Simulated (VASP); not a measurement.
Wanted: the native input for a VASP 6.6.1 run.

| Property | Result |
| --- | --- |
| Task | relaxation of cell and atoms |
| Functional | PBE |
| Potentials or basis | VASP PAW PBE potentials, release 64 (Ga_d, N) |
| Cutoff | 600 eV |
| k mesh | 12 × 12 × 5 |
| Occupations | gaussian, width 0.03 eV |
| Spin | no spin polarisation |
| Further INCAR settings | ALGO = Normal; EDIFF = 1e-07; IBRION = 2; EDIFFG = -0.005; NSW = 90; ISIF = 3 |

The structure of GaN lies in POSCAR:

```
GaN                                     
1.0
    3.2171485522      0.0000000000     -0.0000000000
   -1.6085742761      2.7861323739      0.0000000000
   -0.0000000000      0.0000000000      5.2434746821
  Ga              N             
     2     2
Direct
     0.3333333332999970    0.6666666667000030    0.9992400812926625
     0.6666666667000030    0.3333333332999970    0.4992400812926625
     0.3333333332999970    0.6666666667000030    0.3757599187073375
     0.6666666667000030    0.3333333332999970    0.8757599187073375
```

One way to write it, as run:

INCAR

```
SYSTEM = GaN
  PREC = Accurate
  ENCUT = 600
  EDIFF = 1E-7
  ISMEAR = 0
  SIGMA = 0.03
  LREAL = .False.
  LASPH = .True.
  NELM = 80
  ALGO = Normal
  ISIF = 3
  LWAVE = .False.
  LCHARG = .False.
  GGA = PE
  IBRION = 2
  NSW = 90
  EDIFFG = -0.005
```

KPOINTS

```
Automatic mesh
0
Gamma
  12 12 5
  0 0 0
```

Potentials or basis: VASP PAW PBE potentials, release 64 (Ga_d, N).

The run is started by

```bash
$ cat potpaw_PBE.64/Ga_d/POTCAR potpaw_PBE.64/N/POTCAR > POTCAR
$ mpirun -np 1 vasp_std > vasp.out
```

Results of the run:

```json
{
  "Relaxed volume": "11.76 Å³/atom",
  "Relaxed cell": "a = 3.218 Å, b = 3.218 Å, c = 5.244 Å, α = 90.00°, β = 90.00°, γ = 120.00°",
  "Space group after relaxing (to 0.05 Å)": "P6_3mc (No. 186)",
  "Energy gained by relaxing": "0.0 meV/atom",
  "Ionic steps": "3",
  "Pressure after relaxing": "0.0 GPa",
  "Band gap on the k mesh": "1.72 eV, direct"
}
```

Run time: 4.9 min on 1 thread of AMD EPYC 7571, on a shared host, peak memory 0.18 GiB.
